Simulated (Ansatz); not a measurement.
Runs of Ansatz 0.2.0 on CoO. The structure is hexagonal, space group P-6m2 (No. 187). The conventional cell has a = 2.828 Å, b = 2.828 Å, c = 2.722 Å, α = 90.00°, β = 90.00°, γ = 120.00°. Around Co (site symmetry -6m2) lie 6 O at 2.13 Å. O (site symmetry -6m2) is surrounded by 6 Co at 2.13 Å. The cell was built by a generator and needn't be a form met in nature.

```tsv
task	level	cell	points for each segment of the path	gap on the mesh (eV)	pressure (GPa)	moment (μB)	relaxed volume (Å³/atom)
relaxation of cell and atoms	PBEsol0	relaxed	-	none	0.0	3.00	8.99
band structure	HSE03	as given	4	none	-2.5	3.00	-
band structure	HSEsol	as given	4	none	(a)	3.00	-
relaxation of cell and atoms	HSEsol	relaxed	-	none	0.0	3.00	(b)
single point	PBEsol0	as given	-	none	-9.9	3.00	-
relaxation of cell and atoms	HSE03	relaxed	-	none	0.0	3.00	9.32
```

Alike in all rows: potentials or basis Ansatz PAW; spin collinear, ferromagnetic start; k mesh 6 × 6 × 5; cutoff (eV) 420; smearing fermi-dirac 0.05 eV; the mesh is coarse, so values aren't converged.

Estimate the missing entries.

(a) -9.6; (b) 9.00.

Caveats: all runs use coarse meshes; the magnetic or orbital state may not be the lowest; a cell with one magnetic atom can't hold antiferromagnetic order, which such compounds often take; the PAW data sets come from PBE, with cores solved anew for the run's functional, which leaves a small shift of forces and pressure; the plane-wave basis is chosen anew once the cell has moved, so the energies of steps on either side of that aren't comparable (some runs); the thresholds are loose for stress (some runs).

A gap of «none» marks a metal or a gap under the smearing width.
